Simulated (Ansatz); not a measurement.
# TiSi2 in Ansatz: the effect of functional

TiSi2:

```
Ti Si
1.0
     0.00000    4.11752    4.26290
     2.38951    0.00000    4.26290
     2.38951    4.11752    0.00000
Ti Si
2 4
Cartesian
  3.5843 6.1763 6.3943
  2.3895 4.1175 4.2629
  1.1948 3.3975 2.1314
  1.1948 0.7200 2.1314
  2.3895 1.3387 4.2629
  2.3895 6.8963 4.2629
```

The cell is a database's computed one.

Alike in all runs:

* Program: Ansatz 0.2.0
* Task: projected density of states
* Potentials or basis: Ansatz PAW
* k mesh: 7 × 7 × 7
* Occupations: fermi-dirac, width 0.05 eV
* Spin: no spin polarisation

```tsv
functional	cutoff	pressure (GPa)	largest force (eV/Å)
LDA	420 eV (not typed: the program's choice for these potentials)	-5.1	0.06
PBEsol	420 eV (not typed: the program's choice for these potentials)	-2.0	0.05
RPBE	420 eV (not typed: the program's choice for these potentials)	?	?
revPBE	420 eV (not typed: the program's choice for these potentials)	4.0	0.01
BLYP	420 eV (not typed: the program's choice for these potentials)	8.9	0.02
r2SCAN	500 eV (not typed: the program's choice for these potentials)	-0.2	0.02
```

Problem. What does the run with functional RPBE give?

Solution. Pressure 4.7 GPa; largest force 0.01 eV/Å.

Caveats: the PAW data sets come from PBE, with cores solved anew for the run's functional, which leaves a small shift of forces and pressure; the density of states is complete only up to the lowest level of the last band computed.

Runs at the PBE level aren't shown here.
